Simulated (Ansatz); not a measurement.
The cell is the one relaxed in the Materials Project (mp-408), not relaxed further here; entries there can be hypothetical.

An input for Mg2Ge and the output that it gave: DFT, PBEsol, PAW with Ansatz's default frozen-core files, scalar-relativistic (Ansatz 0.2.0).

Command: `ansatz run input.yaml --threads 1 --pin off --max-ram 4096MiB --backend cpu --events-out ev --progress --plain --runs-dir out` The run took 18 s on 1 thread of Intel(R) Xeon(R) 6975P-C (Granite Rapids) (shared host).

```yaml
crystal:
  lattice:
    - [0.0, 3.1842959198, 3.1842959198]
    - [3.1842959198, 0.0, 3.1842959198]
    - [3.1842959198, 3.1842959198, 0.0]
  atoms:
    - { symbol: Mg, position: [0.75, 0.75, 0.75] }
    - { symbol: Mg, position: [0.25, 0.25, 0.25] }
    - { symbol: Ge, position: [0.0, 0.0, 0.0] }
kpoints:
  mp_grid: { grid: [9, 9, 9] }
  band_path:
    path:
      - [0.0, 0.0, 0.0]
      - [0.5, 0.0, 0.5]
      - [0.625, 0.25, 0.625]
      - [0.375, 0.375, 0.75]
      - [0.0, 0.0, 0.0]
      - [0.5, 0.5, 0.5]
      - [0.5, 0.25, 0.75]
      - [0.5, 0.0, 0.5]
    npoints: 14
scf:
  occupations: { method: fermi_dirac, width: 0.08 }
hamiltonian:
  xc: pbesol
  pseudopotentials: { kind: paw }
output:
  forces: true
  stress: true
  eigenvalues: true
  efg: { contact_densities: true }
  populations: true
  bader: true
  dos: { projected: true, de: 0.2, e_range: [-14, 8] }
  write_density: true
  write_potential: true
  elf: true
  volumetric_format: npy
```

What the program printed:

```
Engine: ansatz 0.2.0
Pseudopotentials: kind: paw
Pseudopotential: Mg, paw, valence charge 10, recommended cutoff 420 eV (normal)
Pseudopotential: Ge, paw, valence charge 14, recommended cutoff 420 eV (normal)
Functional definition: PBEsol
  exchange = pbesol_x
  correlation = pbesol_c
Crystal: 3 atoms, lattice volume = 64.576 Å³
Basis set: ecut = 420 eV, 1243 PW (Γ), exchange–correlation on 64×64×64 points (8 copies of the dense FFT grid, shifted against one another)
Bands: 21, of which v1, the nominal top of the filled ones, is band 17 counted from 1 (16 counted from 0)
Symmetry: 48 space group operations
Space group: Fm-3m (ITA 225), of the structure as read, at distance tolerance 4.0e-5 Å
k-points: 35 of 729
Non-local potential: Mg, projectors of the file, l = 0: 3, l = 1: 2, l = 2: 1
Non-local potential: Ge, projectors of the file, l = 0: 2, l = 1: 2, l = 2: 3, l = 3: 1
PAW form: soft (Blöchl's): semilocal exchange-correlation on the pseudo side does not see the compensation charge
PAW frozen core: Mg, regenerated for the run's functional, and the local potential with it (the file was generated under x = pbe(κ = 0.804, μ = 0.2195149727645171), c = pbe(β = 0.06672455060314922))
PAW frozen core: Ge, regenerated for the run's functional, and the local potential with it (the file was generated under x = pbe(κ = 0.804, μ = 0.2195149727645171), c = pbe(β = 0.06672455060314922))
PAW one-centre angular grid: Mg, 110 points (default); XC on 64 Gauss nodes
PAW one-centre angular grid: Ge, 590 points (default); XC on 64 Gauss nodes
Initial density: superposition of atomic densities (neutral atoms: chi_scale 0, normalization atom), corrected by the library's trained network
Initial wavefunctions: pseudopotential atomic-orbital guess
Functional: x = pbesol(κ = 0.804, μ = 0.12345679012345678), c = pbesol(β = 0.046)
SCF iter   1: F=—  HF=-8078.467004 eV  |F-HF|=—  |Δ(HF+E_count)|=         —  Δρ=5.59e-3  dr2=4.59e-2  ethr=1.77e-3  ⟨swp⟩=5.7  Hψ=3207  notcnv=0
preconditioner: auto → Kerker (q_TF=auto, 2.452 Å⁻¹)  [metal: Δε(μ)=0.065 eV  Ē_g=7.382 eV  σ=0.080 eV  W_gap=0.20  n_scr=14 (ndim 8)  ℏωp=13.1 eV  f_vac=0.038  D(μ)=0.23/eV (n_scr^D=0)]
SCF iter   2: F=—  HF=-8078.458341 eV  |F-HF|=—  |Δ(HF+E_count)|=   8.66e-3  Δρ=3.63e-3  dr2=2.11e-2  ethr=1.35e-4  ⟨swp⟩=1.0  Hψ=1015  notcnv=0
SCF iter   3: F=—  HF=-8078.453632 eV  |F-HF|=—  |Δ(HF+E_count)|=   4.71e-3  Δρ=1.17e-3  dr2=1.53e-3  ethr=6.20e-5  ⟨swp⟩=2.0  Hψ=866  notcnv=0
SCF iter   4: F=—  HF=-8078.453242 eV  |F-HF|=—  |Δ(HF+E_count)|=   3.90e-4  Δρ=5.86e-4  dr2=3.93e-4  ethr=4.50e-6  ⟨swp⟩=2.0  Hψ=1051  notcnv=0
SCF iter   5: F=—  HF=-8078.453388 eV  |F-HF|=—  |Δ(HF+E_count)|=   1.46e-4  Δρ=2.27e-4  dr2=6.73e-5  ethr=1.16e-6  ⟨swp⟩=2.0  Hψ=996  notcnv=0
SCF iter   6: F=—  HF=-8078.453396 eV  |F-HF|=—  |Δ(HF+E_count)|=   8.58e-6  Δρ=6.67e-5  dr2=4.28e-6  ethr=1.98e-7  ⟨swp⟩=2.0  Hψ=1019  notcnv=0
SCF iter   7: F=—  HF=-8078.453396 eV  |F-HF|=—  |Δ(HF+E_count)|=   6.47e-7  Δρ=1.74e-5  dr2=2.03e-7  ethr=1.26e-8  ⟨swp⟩=2.1  Hψ=1085  notcnv=0
SCF iter   8: F=-8078.453396 eV  HF=-8078.453396 eV  |F-HF|=1.63e-8  |Δ(HF+E_count)|=   7.74e-9  Δρ=4.20e-6  dr2=1.29e-8  ethr=2.94e-10  ⟨swp⟩=8.3  Hψ=4420  notcnv=0
SCF 1 converged in 8 iterations: F = -8078.453396 eV  dr2 = 1.29e-8
  greatest PAW one-centre occupation: 1.000 electrons in one spin orbital (limit 2), on the Mg atom at site 1 (counted from 0), in its partial waves of l = 0
NSCF: frozen V_eff on 99 k-points
SCF converged after 8 iterations
Free energy (F): -8078.453396 eV
Harris-Foulkes:  -8078.453396 eV  (|F-HF|=1.63e-8)
Internal energy: -8078.449738 eV  (E = F + TS)
E sigma→0 (E₀):  -8078.451567 eV
Entropy (-TS):   -0.003657 eV (-1.219 meV/atom)
Fermi energy:    6.981112 eV
--- Per-component energies (eV) ---
  E_band       = -849.182492
  E_kinetic    = 263.681766
  E_local      = -5730.588144  (includes V_loc(G=0)·N_el)
  E_nonlocal   = 612.270913
  E_hartree    = 2256.228539
  E_xc         = -132.752479
  E_vxc        = -139.717776  (∫ρ·V_xc dr)
  E_paw        = -2541.655629  (= ΣΔE_a)
  E_vpaw       = -367.294911  (= ΣTr[D̂ρ^β])
  E_aug_tail   = 0.000295  (compensation charges beyond the density's cutoff)
  E_ewald      = -2806.670659
  E_core_change = 1.035661  (= ΣΔE_core)
  E_smearing   = -0.003657  (= −TS)
  E_closure    = -0.000000  (closes the sum)
  Σ components = -8078.453396   (vs F -8078.453396, Δ=0.00e0)
--- Forces (eV/Å), atoms counted from 1 ---
  atom   1  Mg     0.00000000    -0.00000000    -0.00000000
  atom   2  Mg     0.00000000    -0.00000000    -0.00000000
  atom   3  Ge    -0.00000000     0.00000000    -0.00000000
  max |Σ_I F_I| component: 1.20e-16 eV/Å
--- Stress (GPa, compression-positive) ---
       -0.121693       0.000000       0.000000
        0.000000      -0.121693       0.000000
        0.000000      -0.000000      -0.121693
  P = ⅓ Tr σ = -0.1217 GPa (-1.217 kbar)
--- PAW observables at the nuclei: V_zz in 10²¹ V/m², potentials from the cell's mean, atoms counted from 1 ---
  atom   1  Mg V_zz =    +0.000000   η = 0.0000   by run symmetry: forbidden
            electrostatic potential = -1100.069479 V   contact ρ = 7764.553138 e/Å³
  atom   2  Mg V_zz =    -0.000000   η = 0.0000   by run symmetry: forbidden
            electrostatic potential = -1100.069479 V   contact ρ = 7764.553138 e/Å³
  atom   3  Ge V_zz =    -0.000000   η = 0.0000   by run symmetry: forbidden
            electrostatic potential = -4319.700086 V   contact ρ = 209845.424137 e/Å³
--- Band table (eV; the first three rows and the last of 35) ---
  k-point 0: bands = ["-68.8158", "-68.8128", "-35.7637", "-35.7637", "-35.7637", "-35.7493", "-35.7493", "-35.7493", "-16.7988", "-16.7988", "-16.7988", "-16.7807", "-16.7807", "-2.9077", "6.8767", "6.8767", "6.8767", "7.8982", "9.7145", "9.7145", "9.7145"]
  k-point 1: bands = ["-68.8157", "-68.8129", "-35.7633", "-35.7633", "-35.7633", "-35.7498", "-35.7498", "-35.7498", "-16.7988", "-16.7987", "-16.7987", "-16.7807", "-16.7807", "-2.8040", "5.7134", "6.7489", "6.7489", "8.4978", "9.9439", "9.9439", "10.0618"]
  k-point 2: bands = ["-68.8154", "-68.8131", "-35.7622", "-35.7621", "-35.7621", "-35.7512", "-35.7510", "-35.7510", "-16.7989", "-16.7984", "-16.7984", "-16.7807", "-16.7807", "-2.5089", "4.2099", "6.4946", "6.4946", "8.3679", "10.1781", "10.1781", "11.3306"]
  k-point 34: bands = ["-68.8144", "-68.8142", "-35.7663", "-35.7660", "-35.7582", "-35.7552", "-35.7476", "-35.7473", "-16.7988", "-16.7982", "-16.7967", "-16.7810", "-16.7801", "-1.2144", "2.9670", "3.4280", "4.3524", "9.4153", "10.2013", "10.3713", "11.8186"]
--- Löwdin populations: 3 sites ---
  site symbol       q [e]
     0     Mg      8.6758
     1     Mg      8.6758
     2     Ge     16.3309
  spilling = 0.009338 (of n_electrons = 34.000000)
--- Bader charges: 3 sites ---
  site symbol  charge [e]  shift [e]
     0     Mg      1.4623     0.0001
     1     Mg      1.4623     0.0001
     2     Ge     -2.9246     0.0002
  estimated error of the sums over rays = 2.3e-4 e
```
